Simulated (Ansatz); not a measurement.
The system is P.

```
P
1.0
     1.64774   -5.46504    0.00000
     1.64774    5.46504    0.00000
     0.00000    0.00000    4.54364
P
4
Direct
  0.90414 0.09586 0.58882
  0.09586 0.90414 0.41118
  0.59586 0.40414 0.08882
  0.40414 0.59586 0.91118
```

```yaml
Program: Ansatz 0.2.0
Task: relaxation of cell and atoms
Functional: PBEsol
Dispersion: D4
Potentials_or_basis: Ansatz PAW
Cutoff: "420 eV (not typed: the program's choice for these potentials)"
k_mesh: 8 × 8 × 6
Occupations: fermi-dirac, width 0.05 eV
Spin: no spin polarisation
```

At the start: volume 20.46 Å³/atom.

**Question.** Where does the relaxation end?

**Answer.** It ends after 9 steps and the volume is 16.20 Å³/atom (-20.8 %); space group Cmce (No. 64, to 0.05 Å).

The path:
```
step  energy change (eV)  largest force (eV/Å)  volume (Å³)
   1              0.0000                0.2967        81.83
   2             -0.1418                0.1232        73.09
   3             -0.2081                0.1821        67.45
   4             -0.2384                0.0826        66.58
   5             -0.2465                0.1759        64.06
   6             -0.2466                0.2046        64.79
   7             -0.2520                0.0095        64.78
   8             -0.2520                0.0023        64.79
   9             -0.2507                0.0020        64.79
```

Final structure:
```xyz
4
Lattice="1.6712 -5.0096 0.0000 1.6712 5.0096 0.0000 0.0000 0.0000 3.8693" Properties=species:S:1:pos:R:3 pbc="T T T"
P     1.6712   -3.9080    2.1591
P     1.6712    3.9080    1.7102
P     1.6712   -1.1016    0.2245
P     1.6712    1.1016    3.6448
```

Caveat: the volume moved by over 15 % at a fixed basis, so the end points are rough; the plane-wave basis is chosen anew once the cell has moved, so the energies of steps on either side of that aren't comparable; the PAW data sets come from PBE, with cores solved anew for the run's functional, which leaves a small shift of forces and pressure.
